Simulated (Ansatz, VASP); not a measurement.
## MnO in VASP and in Ansatz

```
Mn O
1.0
     0.00000    2.48430    2.48430
     2.48430    0.00000    2.48430
     2.48430    2.48430    0.00000
Mn O
1 1
Direct
  0.00000 0.00000 0.00000
  0.25000 0.25000 0.25000
```

Measurements of this composition are mostly on another form, of space group No. 225.

Alike in both runs: task single point; functional PBE; k mesh 9 × 9 × 9; occupations fermi-dirac, width 0.05 eV; collinear spin.

```csv
,VASP,Ansatz
version,VASP 6.6.1,Ansatz 0.2.0
potentials or method,"VASP PAW PBE potentials, release 64 (Mn_pv, O)",Ansatz PAW
plane-wave cutoff (eV),520,420
valence electrons in the cell,19,21
```

```tsv
	VASP	Ansatz	Ansatz less VASP
gap on the k mesh at the Fermi level (eV)	none	none	-
pressure (GPa)	-9.4	-9.6	-0.15
net moment per atom (μB)	2.50	2.50	0.000
size of the moment on the site where the two differ most (μB)	4.46	4.08	-0.376
```

Site moments also hang on the region over which each program counts them. A gap of «none» marks a metal or a gap that the smearing closes. The two sets of potentials don't hold the same shells in valence.

Caveats: a cell with one magnetic atom can't hold antiferromagnetic order, which such compounds often take; semilocal functionals often make such compounds metallic where correlation or magnetic order opens a gap, which also shifts bond lengths; the pressure holds a Pulay correction of +0.4 GPa for the finite cutoff (Ansatz).
